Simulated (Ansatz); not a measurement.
# BaS: response to strain

Aim: deform BaS (equal xy, yz and zx engineering shear strains of -1 %) and compute stress, forces and field gradients with LAPW, PAW and all-electron datasets made for the crystal.

Computed with Ansatz 0.2.0 (DFT PBE, scalar-relativistic, unless a step's input says otherwise).

**1. Starting point**

It takes space group Fm-3m (No. 225, cubic). The conventional cell has a = 6.387 Å, b = 6.387 Å, c = 6.387 Å, α = 90.00°, β = 90.00°, γ = 90.00°. Ba (site symmetry m-3m) is surrounded by 6 S at 3.19 Å. Around S (site symmetry m-3m) lie 6 Ba at 3.19 Å.

Coordinates:

```xyz
2
Lattice="0.0000 3.1938 3.1938 3.1937 0.0000 3.1938 3.1937 3.1938 0.0000" Properties=species:S:1:pos:R:3 pbc="T T T"
Ba    0.0000    0.0000    0.0000
S     3.1937    3.1938    3.1938
```

Atoms are numbered in the order of the input: Ba1, S2.

**2. After the deformation**

Space group Fm-3m before, R-3m after.

**3. Full-potential LAPW**

input.yaml reads:

```yaml
crystal:
  lattice:
    - [-0.0319375, 3.17778125, 3.17778125]
    - [3.17778125, -0.0319375, 3.17778125]
    - [3.17778125, 3.17778125, -0.0319375]
  atoms:
    - { symbol: Ba, position: [0.0, 0.0, 0.0] }
    - { symbol: S, position: [0.5, 0.5, 0.5] }
kpoints:
  mp_grid: { grid: [8, 8, 8] }
  band_path:
    path:
      - [0.0, 0.0, 0.0]
      - [0.5, 0.5, 0.5]
      - [0.2525443832, 0.5, 0.7474556168]
      - [-0.2525443832, 0.2525443832, 0.5]
      - [0.0, 0.0, 0.5]
      - [0.0, 0.0, 0.0]
      - [-0.3762721916, 0.0, 0.3762721916]
      - [0.0, 0.3762721916, 0.6237278084]
      - [0.0, 0.5, 0.5]
    npoints: 5
scf:
  occupations: { method: fermi_dirac, width: 0.02 }
hamiltonian:
  xc: pbe
  pseudopotentials: { kind: all_electron, lapw: { basis_error: 0.00025 } }
output:
  forces: true
  stress: true
  eigenvalues: true
```

Command:

```console
> ansatz run input.yaml --threads 1 --pin off --max-ram 3072MiB --backend cpu --events-out ev --progress --plain --runs-dir out
```

**4. Frozen-core PAW**

input.yaml reads:

```yaml
crystal:
  lattice:
    - [-0.0319375, 3.17778125, 3.17778125]
    - [3.17778125, -0.0319375, 3.17778125]
    - [3.17778125, 3.17778125, -0.0319375]
  atoms:
    - { symbol: Ba, position: [0.0, 0.0, 0.0] }
    - { symbol: S, position: [0.5, 0.5, 0.5] }
kpoints:
  mp_grid: { grid: [8, 8, 8] }
scf:
  occupations: { method: fermi_dirac, width: 0.02 }
hamiltonian:
  xc: pbe
  pseudopotentials: { kind: paw }
output:
  forces: true
  stress: true
  eigenvalues: true
  efg: { contact_densities: true }
```

**5. Datasets made for this crystal**

Edit input.yaml of step 4 so:

```diff
@@ -14,3 +14,3 @@
   xc: pbe
-  pseudopotentials: { kind: paw }
+  pseudopotentials: { kind: all_electron, datasets: crystal }
 output:
```

(Steps that only read results are left out.)

Q: Predict the outcome of this session. Wanted: pressure; largest shear or deviatoric stress.

The runs gave:

| quantity | value |
| --- | --- |
| pressure | LAPW 0.83, PAW 0.83, crystal datasets 0.83 GPa |
| largest shear or deviatoric stress (LAPW) | 0.18 GPa |

The largest part of the stress beyond the pressure is 0.18 GPa in size; the atoms are carried along and not relaxed. No run of the undeformed cell stands beside it, so the pressure holds what the given cell had before the change. PAW: stress within 0.01 GPa of LAPW. Crystal datasets: stress within 0.01 GPa of LAPW. Spin-orbit coupling is left out, though the cell holds Ba; in elements this heavy it can shift bands and gaps by tenths of an eV.

These are semilocal Kohn-Sham gaps, which aren't the measured quantity. Such gaps usually fall short of the measured ones.
